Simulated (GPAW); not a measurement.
Input of a GPAW 26.7.0 run:

The input run.py:

```python
from ase.eos import EquationOfState
from ase.io import Trajectory, read
from ase.units import GPa
from gpaw import GPAW, PW

atoms = read('SnTe.cif')

traj = Trajectory('eos.traj', 'w')
volumes, energies = [], []
for x in [0.94, 0.96, 0.98, 1.0, 1.02, 1.04, 1.06]:
    a = atoms.copy()
    a.set_cell(atoms.cell * x**(1 / 3), scale_atoms=True)
    calc = GPAW(mode=PW(600),
                xc='MGGA_X_TPSS+MGGA_C_TPSS',
                kpts={'size': (6, 6, 6), 'gamma': True},
                occupations={'name': 'fermi-dirac', 'width': 0.05},
                nbands=19,
                convergence={'density': 1e-05, 'energy': 1e-05},
                eigensolver='davidson',
                maxiter=150,
                txt=f'eos-{x:.2f}.txt')
    a.calc = calc
    energies.append(a.get_potential_energy(force_consistent=True))
    volumes.append(a.get_volume())
    p = -a.get_stress()[:3].mean() / GPa
    calc.write(f'eos-{x:.2f}.gpw')
    traj.write(a)
    print(f'{x:.2f} {volumes[-1]:10.4f} A^3 {energies[-1]:14.6f} eV {p:9.3f} GPa', flush=True)

v0, e0, B = EquationOfState(volumes, energies, eos='birchmurnaghan').fit()
print(f'V0 = {v0:.4f} A^3, E0 = {e0:.6f} eV, B0 = {B / GPa:.2f} GPa')
```

Contents of SnTe.cif:

```cif
data_SnTe
_cell_length_a 4.45597480
_cell_length_b 4.45597480
_cell_length_c 4.45597480
_cell_angle_alpha 60.00000000
_cell_angle_beta 60.00000000
_cell_angle_gamma 60.00000000
_space_group_name_H-M_alt 'P1'
_space_group_name_Hall 'P 1'
_space_group_IT_number 1
loop_
_space_group_symop_operation_xyz
'x,y,z'
loop_
_atom_site_label
_atom_site_type_symbol
_atom_site_symmetry_multiplicity
_atom_site_Wyckoff_symbol
_atom_site_fract_x
_atom_site_fract_y
_atom_site_fract_z
_atom_site_occupancy
Te1 Te 1 a 0.5000000000 0.5000000000 0.5000000000 1
Sn1 Sn 1 a 0.0000000000 0.0000000000 0.0000000000 1
```

Potentials or basis: GPAW PAW data sets (gpaw-data 1.2.1), pw.

Launch:

```bash
$ OMP_NUM_THREADS=1 python run.py
```

(1) Estimate the equilibrium volume.

(2) Estimate the bulk modulus.

Answers

(1) 32.32 Å³/atom (rough: see the caveat).

(2) 41 GPa (rough).

Caveat: the points scatter about the fit; the PAW data sets were made with another functional, which shifts forces and pressure a little.
